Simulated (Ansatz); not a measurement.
# GaN: the cost of one run

Program: Ansatz 0.2.0. Level of theory: reference: DFT, r2SCAN, plane waves, PAW. These are calculated values, not measurements.

7 further runs of the same task are left out: 1 for a known fault of the program, 6 that didn't finish.

## (1) The system as given

The structure is cubic, space group Pm-3m (No. 221). The conventional cell has a = 2.696 Å, b = 2.696 Å, c = 2.696 Å, α = 90.00°, β = 90.00°, γ = 90.00°. Ga (site symmetry m-3m) has 8 N at 2.33 Å as nearest neighbours. N (site symmetry m-3m) is surrounded by 8 Ga at 2.33 Å.

Coordinates:

```xyz
2
Lattice="2.6956 0.0000 0.0000 0.0000 2.6956 0.0000 0.0000 0.0000 2.6956" Properties=species:S:1:pos:R:3 pbc="T T T"
Ga    0.0000    0.0000    0.0000
N     1.3478    1.3478    1.3478
```

## (2) Reference

input.yaml reads:

```yaml
crystal:
  lattice:
    - [2.6955546006, 0.0, 0.0]
    - [0.0, 2.6955546006, 0.0]
    - [0.0, 0.0, 2.6955546006]
  atoms:
    - { symbol: Ga, position: [0.0, 0.0, 0.0] }
    - { symbol: "N", position: [0.5, 0.5, 0.5] }
kpoints:
  mp_grid: { grid: [6, 6, 6] }
hamiltonian:
  xc: r2scan
scf:
  occupations: { method: fermi_dirac, width: 0.02 }
  n_extra_bands: 4
output:
  forces: true
  stress: true
  eigenvalues: true
```

Started as:

```
> ansatz run input.yaml --threads 4 --pin off --max-ram 3686MiB --backend cpu --events-out ev --progress --plain --runs-dir out
```

Q: Estimate wall time and peak memory on 4 threads of an x86-64 CPU, shared host.

About 3.9 s, with a peak of 0.34 GiB.
